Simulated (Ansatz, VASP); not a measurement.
This is a calculation of MnS for VASP 6.6.1.

INCAR

```
PREC     = Accurate       # precision mode
ENCUT    = 500            # plane-wave cutoff, eV
EDIFF    = 1E-6           # SCF threshold, eV
ISMEAR   = 0              # smearing method
SIGMA    = 0.05           # smearing width, eV
LREAL    = False          # projectors in reciprocal space
LASPH    = True           # aspherical terms in the spheres
NELM     = 100            # most SCF steps
ALGO     = Normal         # electronic algorithm
ISIF     = 2              # what is computed and relaxed
LWAVE    = False          # write WAVECAR
LCHARG   = True           # write CHGCAR
ISPIN    = 2              # spin polarisation
MAGMOM   = 4 0            # initial moments
LORBIT   = 11             # projections on sites
LMAXMIX  = 4              # l up to which the mixer works
GGA      = PE             # functional
LELF     = True           # ELF
LVHAR    = True
```

KPOINTS

```
regular mesh
0
Gamma
  9 9 9
```

File POSCAR:

```
MnS
1.0
    0.0000000000      2.6045000000      2.6045000000
    2.6045000000      0.0000000000      2.6045000000
    2.6045000000      2.6045000000      0.0000000000
Mn S
1 1
Direct
    0.0000000000      0.0000000000      0.0000000000
    0.5000000000      0.5000000000      0.5000000000
```

Potentials or basis: VASP PAW PBE potentials, release 64 (Mn, S).

The run is started by

```bash
$ cat potpaw_PBE.64/Mn/POTCAR potpaw_PBE.64/S/POTCAR > POTCAR
$ mpirun -np 1 vasp_std > vasp.out
```

Task: Translate it to Ansatz 0.2.0. Potentials there: Ansatz PAW.

Result: As run (the cutoff follows the program's own potentials):

File input.yaml:

```yaml
crystal:
  lattice:
    - [0.0, 2.6045, 2.6045]
    - [2.6045, 0.0, 2.6045]
    - [2.6045, 2.6045, 0.0]
  atoms:
    - { symbol: Mn, position: [0.0, 0.0, 0.0], spin: 4.0 }
    - { symbol: S, position: [0.5, 0.5, 0.5] }
hamiltonian:
  xc: pbe
  pseudopotentials: { kind: paw }
magnetization:
  spin_polarized: true
kpoints:
  mp_grid: { grid: [9, 9, 9] }
scf:
  occupations: { method: gaussian, width: 0.05 }
output:
  forces: true
  stress: true
  eigenvalues: true
```

Potentials or basis: Ansatz PAW.

Command:

```console
$ ansatz run input.yaml --threads 2 --pin off --max-ram 5632MiB --backend cpu --events-out ev --progress --plain --runs-dir out
```

Both were run:

|  | VASP | Ansatz | Ansatz less VASP |
| --- | --- | --- | --- |
| gap on the k mesh at the Fermi level (eV) | none | none | - |
| pressure (GPa) | -3.0 | -2.9 | +0.10 |
| net moment per atom (μB) | 2.36 | 2.36 | 0.000 |
| size of the moment on the site where the two differ most (μB) | 0.11 | 0.15 | +0.041 |

Site moments also hang on the region over which each program counts them. A gap of «none» marks a metal or a gap that the smearing closes. The two sets of potentials don't hold the same shells in valence.

Caveats: a cell with one magnetic atom can't hold antiferromagnetic order, which such compounds often take; semilocal functionals often make such compounds metallic where correlation or magnetic order opens a gap, which also shifts bond lengths. With open d or f shells a metallic result of PBE can be an artefact of self-interaction; +U or a hybrid may open a gap.
